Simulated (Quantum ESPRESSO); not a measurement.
# ZrH2: equation of state with r2SCAN

ZrH2:

```
Zr H
1.0
     0.00000    2.40923    2.40923
     2.40923    0.00000    2.40923
     2.40923    2.40923    0.00000
Zr H
1 2
Direct
  0.00000 0.00000 0.00000
  0.25000 0.25000 0.25000
  0.75000 0.75000 0.75000
```

The cell is a database's computed one.

```json
{"Program": "Quantum ESPRESSO 7.5", "Task": "equation of state", "Functional": "r2SCAN", "Potentials or basis": "SG15 PBE 1.2", "Cutoff": "952 eV", "Density cutoff": "3810 eV", "k mesh": "8 × 8 × 8", "Occupations": "fermi-dirac, width 0.05 eV", "Spin": "no spin polarisation", "Symmetry": "off", "Mixing beta": "0.5", "Most SCF iterations": "120", "SCF threshold": "1e-08 Ry"}
```

The equilibrium volume is 9.20 Å³/atom, the bulk modulus is 140 GPa and the pressure derivative of the bulk modulus is 3.9.

Energy against volume, from the lowest point:
| volume (Å³/atom) | energy (meV/atom) |
| --- | --- |
| 8.763 | 9.61 |
| 8.950 | 2.91 |
| 9.136 | 0.00 |
| 9.323 | 0.50 |
| 9.509 | 4.11 |
| 9.696 | 10.52 |
| 9.882 | 19.48 |

All runs of the series together: 15 min on 2 threads of Arm Neoverse V2, with other jobs on the host.

Caveat: the potentials were made for another functional, which shifts forces and pressure.
